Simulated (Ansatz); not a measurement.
**LiCl: excitons and shallow donors from band masses and screening**

Level of theory: DFT r2SCAN, scalar-relativistic, plane waves, PAW in Ansatz.

Plane waves to 500 eV, a k mesh through Γ of 8×8×8 on the computed 2-atom cell and Gaussian smearing (0.02 eV); no spin polarisation.

Relaxed cell: Fm-3m, a = 5.112 Å, b = 5.112 Å, c = 5.112 Å, α = 90.00°, β = 90.00°, γ = 90.00°, 2 atoms in the primitive cell.

The calculation gives a Kohn–Sham gap of 7.29 eV, an electron mass of 0.469 mₑ and a hole mass of 1.35 mₑ (harmonic means over x, y, z and over the bands degenerate at each edge), and ε∞ = 3.02 (independent particles, mean of the diagonal).

Estimate the binding energy and radius of a Wannier–Mott exciton and of a shallow donor, and say whether the hydrogenic model can hold.

The reduced mass is μ = mₙmₕ/(mₙ + mₕ) = 0.348 mₑ, with mₙ and mₕ the band masses. With E_b = 13.606 eV × μ/ε² and a = 0.529 Å × ε/μ (μ in mₑ) the exciton has E_b = 520 meV and a = 4.6 Å. For a donor μ is the electron mass: 700 meV and 3.4 Å. The radius isn't large against the shortest lattice vector (3.62 Å), so the continuum picture is doubtful and the numbers are only a scale. In a polar crystal the ions screen too, so a state bound more weakly than an optical phonon feels the larger static constant, which lowers the energy and widens the orbit. The other way, the small Kohn–Sham gap and the missing local fields make ε∞ too large and the masses tend to be too light, which underbinds. The edges lie at different points of the zone, so the exciton is indirect.